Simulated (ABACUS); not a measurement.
Crystal: SiC (Moissanite).

```
Si C
1.0
     3.07600    0.00000    0.00000
    -1.53800    2.66389    0.00000
     0.00000    0.00000    5.04800
Si C
2 2
Direct
  0.66667 0.33333 0.50000
  0.33333 0.66667 0.00000
  0.66667 0.33333 0.88500
  0.33333 0.66667 0.38500
```

Program: ABACUS 3.10.1. Alike in all runs: task single point; potentials or basis PseudoDojo NC SR 0.4.1 PBE standard, DZP LCAO (the cutoffs set its grid); no spin polarisation; cell as given; k mesh 10 × 10 × 5; cutoff (eV) 1361; smearing fermi-dirac 0.05 eV.

**Question.** Order these runs on this cell by their pressure, lowest first.
A. level PBE
B. level PBE+D3
C. level PBE+D3(BJ)+ABC

**Answer.** C (3.5 GPa), B (5.6 GPa), A (7.6 GPa).

Caveats: the atomic orbitals were generated for these runs and aren't a published set; the basis of atomic orbitals isn't converged, which shifts pressures, moduli and gaps.
